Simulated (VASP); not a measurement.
Set up this calculation in VASP 6.6.1, as the native input.

```
Task                   : relaxation of cell and atoms
Functional             : LDA
Potentials or basis    : VASP PAW LDA potentials, release 64 (K_sv, S)
Cutoff                 : 600 eV
k mesh                 : 6 × 6 × 6
Occupations            : gaussian, width 0.02 eV
Spin                   : no spin polarisation
Further INCAR settings : ALGO = Normal; EDIFF = 1e-07; IBRION = 2; EDIFFG = -0.005; NSW = 90; ISIF = 3
```

The structure of K2S lies in POSCAR:

```
K2S
1.0
    0.0000000000      3.7069394600      3.7069394600
    3.7069394600      0.0000000000      3.7069394600
    3.7069394600      3.7069394600      0.0000000000
K S
2 1
Direct
    0.7500000000      0.7500000000      0.7500000000
    0.2500000000      0.2500000000      0.2500000000
    0.0000000000      0.0000000000      0.0000000000
```

The cell is a database's computed one.

The input as run:

INCAR

```
ALGO = Normal ; EDIFF = 1E-7
EDIFFG = -0.005 ; ENCUT = 600
GGA = CA ; IBRION = 2
ISIF = 3 ; ISMEAR = 0
LASPH = True ; LCHARG = False
LREAL = False ; LWAVE = False
NELM = 60 ; NSW = 90
PREC = Accurate ; SIGMA = 0.02
```

KPOINTS

```
k-points
0
Gamma
  6 6 6
```

Potentials or basis: VASP PAW LDA potentials, release 64 (K_sv, S).

Launch:

```bash
$ cat potpaw_LDA.64/K_sv/POTCAR potpaw_LDA.64/S/POTCAR > POTCAR
$ mpirun -np 1 vasp_std > vasp.out
```

It gave:

| Property | Result |
| --- | --- |
| Relaxed volume | 31.12 Å³/atom |
| Relaxed cell | a = 5.092 Å, b = 5.092 Å, c = 5.092 Å, α = 60.00°, β = 60.00°, γ = 60.00° |
| Space group after relaxing (to 0.05 Å) | Fm-3m (No. 225) |
| Energy gained by relaxing | 16.2 meV/atom |
| Ionic steps | 4 |
| Pressure after relaxing | 0.0 GPa |
| Band gap on the k mesh | 2.31 eV, indirect (least direct gap 2.60 eV) |

Wall time 2.3 min on 1 thread of Intel(R) Xeon(R) Platinum 8488C (Sapphire Rapids) (shared host), peak memory 0.23 GiB.
